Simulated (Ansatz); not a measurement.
All numbers below come from DFT PBE, scalar-relativistic, plane waves, PAW (Ansatz). All cells share a 420 eV cutoff and Γ-centred k meshes spaced at most about 0.3 Å⁻¹ (about 0.25 or finer for metals, 2π included). Spin is collinear.

Temperature and zero-point effects are left out.

Two relaxed structures of MnSi6:

A. (parallel moments up to 5.0 μB)

```yaml
crystal:
  lattice:
    - [5.88387, 0.00000, 0.00000]
    - [0.00000, 5.88387, 0.00000]
    - [0.00000, 0.00000, 5.88387]
  atoms:
    - { symbol: Mn, position: [0.00000, 0.00000, 0.00000] }
    - { symbol: Si, position: [0.50000, 0.50000, 0.20408] }
    - { symbol: Si, position: [0.50000, 0.50000, 0.79592] }
    - { symbol: Si, position: [0.20408, 0.50000, 0.50000] }
    - { symbol: Si, position: [0.79592, 0.50000, 0.50000] }
    - { symbol: Si, position: [0.50000, 0.20408, 0.50000] }
    - { symbol: Si, position: [0.50000, 0.79592, 0.50000] }
```

B. (parallel moments up to 5.0 μB)

```yaml
crystal:
  lattice:
    - [6.01374, 0.00000, 0.00000]
    - [0.00000, 6.01374, 0.00000]
    - [0.00000, 0.00000, 6.01374]
  atoms:
    - { symbol: Mn, position: [0.00000, 0.00000, 0.00000] }
    - { symbol: Si, position: [0.21027, 0.50000, 0.50000] }
    - { symbol: Si, position: [0.50000, 0.21027, 0.50000] }
    - { symbol: Si, position: [0.78973, 0.50000, 0.50000] }
    - { symbol: Si, position: [0.50000, 0.78973, 0.50000] }
    - { symbol: Si, position: [0.50000, 0.50000, 0.21027] }
    - { symbol: Si, position: [0.50000, 0.50000, 0.78973] }
```

Question: Which is lower in energy, and by how much?

Answer: A is lower, by 7 meV/atom. The two are nearly one structure: a small distortion parts them. A has space group Pm-3m (No. 221), 29.1 Å³/atom and no gap on its mesh; B has space group Pm-3m (No. 221), 31.1 Å³/atom and no gap. Counting Si atoms around Mn (those within 1.25 times the shortest such distance or 1.15 times the sum of covalent radii, 1.27 where that leaves under three; the shortest distance is added where it exceeds 1.18 times the sum of covalent radii), A has Mn 24 from 4.3 Å and B has Mn 24 from 4.4 Å. A and B both hold Si–Si bonds in all directions. The denser one is the lower, and pressure would at first widen the difference. Even the lower one lies +1.21 eV/atom against the reference forms of the elements (uncorrected), so neither is stable at this level. In A, Mn has 24 Si at 4.33 Å (long against the sum of covalent radii); around Si lie 5 Si at 2.40–2.46 Å, 1 Si at 3.48 Å and 4 Mn at 4.33 Å. In B, Mn has 24 Si at 4.44 Å (long against the sum of covalent radii); around Si lie 5 Si at 2.46–2.53 Å, 1 Si at 3.48 Å and 4 Mn at 4.44 Å. Both come from invented guesses.

The k mesh leaves some 4 meV/atom of noise in the energy of each metallic cell. The magnetic state reached may not be the lowest. Cells relaxed within their symmetry can be saddle points. Some candidate types were left out of the draw beforehand, so a known form may be missing.
